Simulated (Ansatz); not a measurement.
All numbers below come from DFT PBE, scalar-relativistic, plane waves, PAW in Ansatz. Settings: cutoff 420 eV, Γ-centred meshes spaced at most about 0.3 Å⁻¹, and about 0.25 Å⁻¹ or finer for metals (2π included), Gaussian smearing. No spin polarisation.

All energies are static (0 K, no zero-point motion).

Two forms of In5Sb were relaxed alike.

A. Space group F-43m (No. 216), cubic, a = 8.874 Å. In on a site of symmetry -43m has 12 In at 3.68 Å and 4 Sb at 3.84 Å; In on a site of symmetry 3m has 6 In at 3.13–3.14 Å, 3 Sb at 3.68 Å and 3 In at 3.68 Å; around Sb lie 16 In at 3.68–3.84 Å.

B. Space group P6/mmm (No. 191), hexagonal, a = 6.096 Å, c = 5.620 Å. In on a site of symmetry -6m2 is surrounded by 6 In at 3.32 Å, 3 Sb at 3.52 Å and 3 In at 3.52 Å; In on a site of symmetry mmm has 4 In at 3.05 Å and 4 In at 3.32 Å; Sb has 6 In at 3.52 Å and 12 In at 4.15 Å.

Problem. Which form is favoured at zero pressure, and by what margin per atom?

Solution. A is lower, by 49 meV/atom. A has space group F-43m (No. 216), 29.1 Å³/atom and no gap on its mesh; B has the CaCu5 type, space group P6/mmm (No. 191), 30.1 Å³/atom and no gap. Counting In atoms around Sb (those within 1.25 times the shortest such distance or 1.15 times the sum of covalent radii; a plus sign parts nearer from farther groups; the shortest distance is added where it is long for a bond), A has Sb 16 from 3.7 Å and B has Sb 6+12 from 3.5 Å. The denser one is the lower, and pressure would at first widen the difference. Even the lower one lies +0.14 eV/atom against the reference forms of the elements (uncorrected), so neither is stable at this level. Both come from invented guesses. The lowest form computed isn't among them: it has In and Sb ordered on hcp sites, space group P-62m (No. 189), 27.8 Å³/atom and lies 121 meV/atom below the best shown.

These runs have no spin–orbit coupling, which can matter for Sb. Cells relaxed within their symmetry can be saddle points. Some types were kept out of the candidates beforehand, so the set may lack a known form.

The preference for the cubic form is real but secondary, because both structures suit In5Sb poorly. Their frameworks are built for a large atom enclosed by smaller ones, whereas Sb is no larger than In. The Sb–In contacts are therefore much longer than a normal covalent bond, while the shortest In–In contacts are tighter than in elemental indium. This mismatch probably accounts for much of the energy cost. The cubic form probably suffers less because its In shell encloses Sb more evenly, whereas the hexagonal one leaves twelve of the neighbours at 4.15 Å.

The ordered hcp arrangement fits this picture, since it needs no such size difference. It is also the densest of the three, so moderate pressure should not bring either cage structure ahead of it. Yet even this form stays slightly above the elements, in line with the known phase diagram, where InSb is the only established compound at ambient pressure. Measured against InSb plus indium, the driving force for decomposition would be larger still.
